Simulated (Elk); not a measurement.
Band structure of Sb2Te3 (R-3m, 5 atoms in the cell).

```yaml
crystal:
  lattice:
    - [2.17348, 1.25486, 10.69840]
    - [-2.17348, 1.25486, 10.69840]
    - [0.00000, -2.50972, 10.69840]
  atoms:
    - { symbol: Sb, position: [0.60420, 0.60420, 0.60420] }
    - { symbol: Sb, position: [0.39580, 0.39580, 0.39580] }
    - { symbol: Te, position: [0.78254, 0.78254, 0.78254] }
    - { symbol: Te, position: [0.21746, 0.21746, 0.21746] }
    - { symbol: Te, position: [0.00000, 0.00000, 0.00000] }
```

Computed with Elk 10.2.4 with PBE, all-electron FP-LAPW, Elk's shipped species files, default APW+lo basis.

Settings: xctype = 20; stype = 0; swidth = 0.00734986 Ha; ngridk = 4 4 4; maxscl = 100.

The starting cell comes from a database of computed structures (which also holds hypothetical and non-ambient phases and stackings), without a prior relaxation at this level. Its lattice was rescaled by a random factor within 2.5 % of one. Spin-orbit coupling is off. Values depend on the basis (sphere radii, cutoffs, local orbitals), which need not be converged. The run gives no clean gap (levels at the Fermi energy touch, overlap or are partly filled at this smearing), which alone does not show that the compound is a metal.

Levels in eV from the Fermi level, bands 36 to 43:
| point | 36 | 37 | 38 | 39 | 40 | 41 | 42 | 43 |
|---|---|---|---|---|---|---|---|---|
| B | -2.92 | -1.91 | -1.08 | -0.84 | 1.01 | 1.38 | 2.04 | 3.00 |
| Z | -1.21 | -1.18 | -1.18 | -0.70 | 0.46 | 0.72 | 0.72 | 1.56 |
| Γ | -1.77 | -1.09 | -1.09 | -0.17 | 0.12 | 0.53 | 0.53 | 1.71 |
| X | -3.09 | -1.89 | -1.15 | -0.83 | 0.98 | 1.68 | 1.80 | 3.16 |

No band crosses the Fermi level by more than 0.03 eV along this path.
